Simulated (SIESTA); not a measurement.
Mo:

```
Mo
1.0
    -1.58381    1.58381    1.58381
     1.58381   -1.58381    1.58381
     1.58381    1.58381   -1.58381
Mo
1
Direct
  0.00000 0.00000 0.00000
```

Base run:

| Property | Result |
| --- | --- |
| Program | SIESTA 5.4.2 |
| Functional | PBE |
| Potentials or basis | PseudoDojo 0.4 standard (PBE files) |
| Basis | DZ (energy shift 0.002 Ry) |
| Grid cutoff | 800 Ry |
| Energy shift | 0.002 Ry |
| k mesh | 12 × 12 × 12 |
| Occupations | fermi-dirac, width 0.05 eV |
| Spin | no spin polarisation |

Its results: band gap on the k mesh none (metal or under the smearing width); pressure -2.0 GPa.

Problem. The run is repeated on the same cell with these changes: basis from DZ (energy shift 0.002 Ry) to DZP (energy shift 0.003 Ry; two zetas on semicore shells); energy shift from 0.002 Ry to 0.003 Ry. What comes out?

Solution. Band gap on the k mesh none (metal or under the smearing width); pressure 1.0 GPa.

Caveats: the basis of atomic orbitals isn't converged, which shifts pressures, moduli and gaps; the basis has no polarisation orbitals (some runs); semicore shells carry a single zeta, which can move pressures by several GPa and volumes by a few percent (some runs).

Not every run made on this cell is shown here.
